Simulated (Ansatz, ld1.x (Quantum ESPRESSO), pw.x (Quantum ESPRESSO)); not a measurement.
# What a changed setting does to a pw.x run (bcc Zr)

Potential: PAW, ld1.x (Quantum ESPRESSO) 7.5, PBE; core [Ar] 3d10, reference 4s2 4p6 4d2 5s2 5p0; waves: 4s (bound): rcut 1.60, rcutus 1.80 bohr; 5s (bound): rcut 1.60, rcutus 1.80 bohr; 4p (bound): rcut 1.95, rcutus 2.50 bohr; 5p (bound, empty): rcut 1.95, rcutus 2.50 bohr; 4d (bound): rcut 2.20, rcutus 2.70 bohr; 4d channel at 2.45 Ry: rcut 2.20, rcutus 2.70 bohr; 4f channel at 0.3 Ry: rc 2.65 bohr; local part: the f channel; core correction: a·sin(br)/r model core inside 1.80 bohr; augmentation: BESSEL, radius 1.75 bohr.

The reference run (k-mesh 13³, cutoffs 40/320 Ry, Fermi–Dirac 0.01 Ry, mixing_beta 0.4, conv_thr 1e-9, no spin) gives -0.48 GPa at 23.074 Å³/atom, where all-electron LAPW gives -0.34 GPa. This run, with its own iteration cap, changes ecutrho/ecutwfc to 6.

```
&control
  calculation='scf', prefix='x', pseudo_dir='./', outdir='./tmp', tstress=.true., disk_io='none'
/
&system
  ibrav=0, nat=1, ntyp=1, ecutwfc=40, ecutrho=240, nbnd=14,
  occupations='smearing', smearing='fd', degauss=0.01
/
&electrons
  conv_thr=1e-09, mixing_beta=0.4, electron_maxstep=60
/
ATOMIC_SPECIES
Zr 1.0 Zr.UPF
CELL_PARAMETERS angstrom
  -1.79344322 1.79344322 1.79344322
  1.79344322 -1.79344322 1.79344322
  1.79344322 1.79344322 -1.79344322
ATOMIC_POSITIONS crystal
Zr 0.0000 0.0000 0.0000
K_POINTS automatic
13 13 13 0 0 0
```

```bash
pw.x < Zr.scf.in > Zr.scf.out
```

Q: How does the run end?

A: It converges in 9 iterations; the free energy moves by +0.0 meV/atom and the pressure by +0.00 GPa. The result is that of the reference run.

```
Message from routine setup:
     using ibrav=0 with symmetry is DISCOURAGED, use correct ibrav instead
     lattice parameter (alat)  =       5.8701  a.u.
     unit-cell volume          =     155.7111 (a.u.)^3
     number of electrons       =        12.00
     number of Kohn-Sham states=           14
     kinetic-energy cutoff     =      40.0000  Ry
     charge density cutoff     =     240.0000  Ry
     scf convergence threshold =      1.0E-09
     Exchange-correlation= SLA  PW   PBX  PBC
     number of k points=    84  Fermi-Dirac smearing, width (Ry)=  0.0100
     iteration #  1     ecut=    40.00 Ry     beta= 0.40
     total energy              =    -307.21339513 Ry
     estimated scf accuracy    <       0.03672238 Ry
     iteration #  2     ecut=    40.00 Ry     beta= 0.40
     total energy              =    -307.21308562 Ry
     estimated scf accuracy    <       0.00686751 Ry
     iteration #  3     ecut=    40.00 Ry     beta= 0.40
     total energy              =    -307.21377846 Ry
     estimated scf accuracy    <       0.00010977 Ry
     [... 3 iterations left out ...]
     iteration #  7     ecut=    40.00 Ry     beta= 0.40
     total energy              =    -307.21387431 Ry
     estimated scf accuracy    <       0.00000002 Ry
     iteration #  8     ecut=    40.00 Ry     beta= 0.40
     total energy              =    -307.21387431 Ry
     estimated scf accuracy    <          2.8E-09 Ry
     iteration #  9     ecut=    40.00 Ry     beta= 0.40
     the Fermi energy is    13.3193 ev
!    total energy              =    -307.21387431 Ry
     estimated scf accuracy    <          3.3E-10 Ry
     smearing contrib. (-TS)   =      -0.00850760 Ry
     The total energy is F=E-TS. E is the sum of the following terms:
     one-electron contribution =     -14.94813225 Ry
     hartree contribution      =      17.36194135 Ry
     xc contribution           =     -12.26823474 Ry
     ewald contribution        =     -77.31360311 Ry
     one-center paw contrib.   =    -220.03733796 Ry
     convergence has been achieved in   9 iterations
          total   stress  (Ry/bohr**3)                   (kbar)     P=       -4.79
     Message from routine punch:
     Nothing written, as per user request (disk_io='none')
```

The run took about 15 s on one core of a shared host (Neoverse-V1, 64 threads, 495 GiB, load 12).
